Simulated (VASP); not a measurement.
# InP: restarted molecular dynamics, 2 variants

InP, Fm-3m (no. 225), 8 atoms in the cell. PBE, molecular dynamics; PAW potentials In, P (PBE set).

| Restart from | Temperature at the end (K) | The same without a restart (K) | Potential energy at the end (eV/atom) | The same without a restart (eV/atom) | Electronic steps in the first step after the restart | Time (s) |
|---|---|---|---|---|---|---|
| CONTCAR with velocities, WAVECAR read | 425.0 | 425.0 | -3.67107 | -3.67106 | 4 | 220 |
| CONTCAR with velocities, no WAVECAR | 425.0 | 425.0 | -3.67106 | -3.67106 | 14 | 232 |

Limits: 120 fs of 8 atoms are too short for converged averages.

## Input of the first row

INCAR.step1:
```
GGA = PE
PREC = Normal
ENCUT = 260
EDIFF = 1E-6
NELMIN = 4
NELM = 60
ALGO = Normal
LREAL = Auto
LASPH = True
ISMEAR = 0
SIGMA = 0.05
ISYM = 0
LWAVE = True
LCHARG = False
IBRION = 0
NSW = 30
POTIM = 2.0
TEBEG = 1000
ISIF = 2
RANDOM_SEED = 831852 0 0
MDALGO = 1
ANDERSEN_PROB = 0.0
KPAR = 2
```

INCAR.step2, as INCAR.step1 but for:
```
- LWAVE = True
+ LWAVE = False
```

KPOINTS:
```
k-points
0
Monkhorst-Pack
  2 2 2
```

POSCAR.step1:
```
InP
1.0
    5.5376680000      0.0000000000      0.0000000000
    0.0000000000      5.5376680000      0.0000000000
    0.0000000000      0.0000000000      5.5376680000
In P
4 4
Direct
    0.0000000000      0.0000000000      0.0000000000
    0.0000000000      0.5000000000      0.5000000000
    0.5000000000      0.0000000000      0.5000000000
    0.5000000000      0.5000000000      0.0000000000
    0.5000000000      0.0000000000      0.0000000000
    0.5000000000      0.5000000000      0.5000000000
    0.0000000000      0.0000000000      0.5000000000
    0.0000000000      0.5000000000      0.0000000000
```

Commands (each step's output is kept before the next begins):
```
cat potpaw_PBE.64/In/POTCAR potpaw_PBE.64/P/POTCAR > POTCAR
cp INCAR.step1 INCAR
cp POSCAR.step1 POSCAR
mpirun -np 2 vasp_std > vasp.out
cp CONTCAR POSCAR
cp INCAR.step2 INCAR
mpirun -np 2 vasp_std > vasp.out
```

Changes of the last row against the first:
```
(step 1)
- LWAVE = True
+ LWAVE = False
```

VASP 6.6.1 took 220 s on 2 cores (Intel Xeon Platinum 8259CL @ 2.50GHz (Skylake/Cascade Lake)), a shared host.
